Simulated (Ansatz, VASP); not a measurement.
**Ag: VASP beside Ansatz**

INCAR

```
  ALGO = Normal
  EDIFF = 1E-7
  EDIFFG = -0.005
  ENCUT = 600
  GGA = PE
  IBRION = 2
  ISIF = 3
  ISMEAR = 0
  LASPH = True
  LCHARG = False
  LREAL = False
  LWAVE = False
  NELM = 100
  NSW = 100
  PREC = Accurate
  SIGMA = 0.1
```

Contents of KPOINTS:

```
k-points
0
Gamma
  18 18 18
```

The input POSCAR:

```
Ag
1.0
    0.0000000000      2.0427500000      2.0427500000
    2.0427500000      0.0000000000      2.0427500000
    2.0427500000      2.0427500000      0.0000000000
Ag
1
Direct
    0.0000000000      0.0000000000      0.0000000000
```

Input for Ansatz:

```yaml
crystal:
  lattice:
    - [0.0, 2.04275, 2.04275]
    - [2.04275, 0.0, 2.04275]
    - [2.04275, 2.04275, 0.0]
  atoms:
    - { symbol: Ag, position: [0.0, 0.0, 0.0] }
basis:
  ecutwfc: 420
kpoints:
  mp_grid: { grid: [18, 18, 18] }
hamiltonian:
  xc: pbe
scf:
  occupations: { method: gaussian, width: 0.1 }
output:
  forces: true
  stress: true
  eigenvalues: true
relax:
  adjacent_minimum: "off"
  f_tol: 0.005
  max_steps: 80
  cell: { stress_tol: 0.05 }
```

Alike in both runs: task relaxation of cell and atoms; functional PBE; k mesh 18 × 18 × 18; occupations gaussian, width 0.1 eV; no spin polarisation.

```csv
,VASP,Ansatz
version,VASP 6.6.1,Ansatz 0.2.0
potentials or method,"VASP PAW PBE potentials, release 64 (Ag)","scalar-relativistic, plane waves, PAW"
plane-wave cutoff (eV),600,420
valence electrons in the cell,11,19
```

Ansatz gave:

- gap on the k mesh at the Fermi level, each at its own relaxed structure (eV): none
- relaxed volume (Å³/atom): 17.83
- relaxed cell length with the largest relative difference (Å): 2.933
- energy change over the relaxation (meV/atom): -11

Estimate VASP's values.

gap on the k mesh at the Fermi level, each at its own relaxed structure (eV): none; relaxed volume (Å³/atom): 17.80; relaxed cell length with the largest relative difference (Å): 2.931; energy change over the relaxation (meV/atom): -10.

A gap of «none» marks a metal or a gap that the smearing closes. The two sets of potentials don't hold the same shells in valence.

PBE usually gives volumes a little too large and moduli too small. Zero-point motion and thermal expansion aren't in these numbers.
